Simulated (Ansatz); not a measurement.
BaS (zincblende), relaxed with r2SCAN: it is cubic, F-43m (No. 216); a = 7.039 Å in the conventional setting, 43.59 Å³ an atom. Ba has 4 S at 3.05 Å; S has 4 Ba at 3.05 Å. One-shot G0W0@PBE in Ansatz on a 4×4×4 mesh (contour deformation, no spin-orbit coupling), from a PBE gap of 2.747 eV over the mesh points (the G0W0 gap is indirect on the mesh); the number N of bands summed and the screening cutoff rise together. No spin polarisation. The prototype was imposed, so other structures may be more stable.

| N | cutoff (eV) | 1000/N | G0W0 gap (eV) |
| --- | --- | --- | --- |
| 205 | 100 | 4.878 | 3.864 |
| 486 | 180 | 2.058 | 4.005 |

Lay a straight line in 1000/N through these rows.
The slope is -0.0500 eV per unit of 1000/N and the intercept 4.108 eV.

Predict the gap at N = 935 (260 eV).
4.108 + (-0.0500) × 1.070 = 4.054 eV; the run gives 4.056 eV, +0.002 eV from the line.

With that run's result added, what limit do the last two rows suggest?
Their slope is (4.056 − 4.005)/(1.070 − 2.058) = -0.0516, which meets 1/N = 0 at 4.11 eV, against 4.108 eV from the first line. The two lines nearly agree; the k mesh isn't extrapolated.

The runs are scalar-relativistic, without spin-orbit coupling.
